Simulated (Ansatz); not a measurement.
MoS2: changing the functional

```
Mo S
1.0
     1.58000    0.91221    6.15000
    -1.58000    0.91221    6.15000
     0.00000   -1.82443    6.15000
Mo S
1 2
Direct
  0.00000 0.00000 0.00000
  0.41700 0.41700 0.41700
  0.25000 0.25000 0.25000
```

Measurements of this composition are mostly on another form, of space group No. 194.

Kept alike: task band structure; k mesh 10 × 10 × 10; occupations fermi-dirac, width 0.05 eV; no spin polarisation. Program: Ansatz, all-electron LAPW, scalar-relativistic. The mesh is that of the run's cell of 3 atoms. No spin-orbit coupling.

| functional | band gap (eV) | pressure (GPa) |
| --- | --- | --- |
| LDA | 0.879 | -2.37 |
| PBE | 0.956 | 5.38 |
| PBEsol | 0.912 | 0.36 |

Pressure is positive in compression. Gaps are the smaller of the mesh's and the band path's.

The band gap runs from 0.879 (LDA) to 0.956 eV (PBE). From PBE: LDA -0.077; PBEsol -0.044. The pressure runs from -2.37 (LDA) to 5.38 GPa (PBE). From PBE: LDA -7.75; PBEsol -5.02. A positive pressure means that the functional's own cell is larger than the one given, a negative one that it is smaller.
